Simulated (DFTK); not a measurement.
Wanted: the native input for a DFTK 0.8.2 run.

```
Task                         : single point
Functional                   : PBE
Potentials or basis          : dojo.nc.sr.pbe.v0_4_1.standard.upf (PBE)
Cutoff                       : 653 eV
k mesh                       : 11 × 11 × 11
Occupations                  : fermi-dirac, width 0.05 eV
Spin                         : no spin polarisation
Valence electrons            : Si 4
SCF tolerance on the density : 1e-06
```

Si:

```xyz
2
Lattice="-2.3714 2.3714 1.3293 2.3714 -2.3714 1.3293 2.3714 2.3714 -1.3293" Properties=species:S:1:pos:R:3 pbc="T T T"
Si    0.0000    0.0000    1.3293
Si    2.3714    0.0000    0.6646
```

This isn't the form of Si at room conditions, which is diamond.

The input as run:

run.jl

```julia
using DFTK
using PseudoPotentialData
using Unitful, UnitfulAtomic
using LinearAlgebra, Printf
include("save.jl")
disable_threading()

# lattice vectors are the columns
lattice = austrip(1u"Å") * [ -2.3713723045   2.3713723045   2.3713723045;
             2.3713723045  -2.3713723045   2.3713723045;
             1.3292653899   1.3292653899  -1.3292653899]
symbols   = [:Si, :Si]
positions = [[0.5, 0.5, 0.0],
             [0.25, 0.75, 0.5]]
pseudopotentials = PseudoFamily("dojo.nc.sr.pbe.v0_4_1.standard.upf")
elements = Dict(s => ElementPsp(s, pseudopotentials) for s in unique(symbols))
atoms    = [elements[s] for s in symbols]

build_model(lattice, positions; symmetries=true) =
    model_DFT(lattice, atoms, positions;
              functionals=PBE(),
              temperature=austrip(0.05u"eV"),
              smearing=Smearing.FermiDirac(),
              symmetries)
Ecut  = 24.0  # hartree
kgrid = [11, 11, 11]
tol   = 1e-6
to_GPa = ustrip(uconvert(u"GPa", 1u"hartree/bohr^3"))

model = build_model(lattice, positions)
basis = PlaneWaveBasis(model; Ecut, kgrid)
display(basis)
scfres = self_consistent_field(basis;
                               tol,
                               nbandsalg=AdaptiveBands(model; n_bands_converge=9))
display(scfres.energies)
@printf "Fermi level: %.6f eV\n" ustrip(auconvert(u"eV", something(scfres.εF, NaN)))
forces = compute_forces_cart(scfres)
println("Forces (eV/Å)")
for (s, f) in zip(symbols, forces)
    @printf "%-3s %12.6f %12.6f %12.6f\n" s ustrip.(auconvert.(u"eV/Å", f))...
end
stress = compute_stresses_cart(scfres)
println("Stress (GPa)")
display(round.(stress * to_GPa; digits=4))
println("Levels at the first k-point (eV): ", round.(ustrip.(auconvert.(u"eV", scfres.eigenvalues[1][1:scfres.n_bands_converge])); digits=4))
save_scf!(scfres; forces, stress)
```

Potentials or basis: dojo.nc.sr.pbe.v0_4_1.standard.upf (PBE).

The run is started by

```console
$ julia --threads=1 run.jl  # save.jl only writes the numbers to a file and isn't shown; printed stress counts tension as positive; times include loading and compiling
```

Results of the run:

```json
{
  "Pressure": "3.2 GPa",
  "Band gap on the k mesh": "none (metal or under the smearing width)"
}
```

Wall time 98 s on 1 thread of Intel(R) Xeon(R) 6975P-C (Granite Rapids) (shared host), peak memory 1.9 GiB.
